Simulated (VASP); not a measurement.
Input of a VASP 6.6.1 run:

The input INCAR:

```
SYSTEM = Si
  ALGO = Normal
  EDIFF = 1E-7
  EDIFFG = -5E-4
  ENCUT = 520
  GGA = PE
  IBRION = 2
  ISIF = 2
  ISMEAR = 0
  LASPH = .True.
  LCHARG = .False.
  LREAL = .False.
  LWAVE = .False.
  NELM = 100
  NSW = 80
  PREC = Accurate
  SIGMA = 0.01
```

The input KPOINTS:

```
k-points
0
Gamma
  8 8 8
  0 0 0
```

The input POSCAR:

```
Si
1.0
   -0.0027155000      2.7141422500      2.7141422500
    2.7141422500     -0.0027155000      2.7141422500
    2.7141422500      2.7141422500     -0.0027155000
Si
2
Direct
    0.0000000000      0.0000000000      0.0000000000
    0.2500000000      0.2500000000      0.2500000000
```

Potentials or basis: VASP PAW PBE potentials, release 64 (Si).

Launch:

```console
$ cat potpaw_PBE.64/Si/POTCAR > POTCAR
$ mpirun -np 1 vasp_std > vasp.out
```

Task: Estimate the band gap on the k mesh.

Result: 0.61 eV, indirect (least direct gap 2.55 eV).

Task: What does it give for the energy gained by relaxing?

Result: 0.0 meV/atom.

Final structure:
```
Si
1.0
    -0.00272    2.71414    2.71414
     2.71414   -0.00272    2.71414
     2.71414    2.71414   -0.00272
Si
2
Direct
  0.99993 0.99993 0.99993
  0.25007 0.25007 0.25007
```

 A hybrid or GW would open this gap; PBE tends to underestimate it.
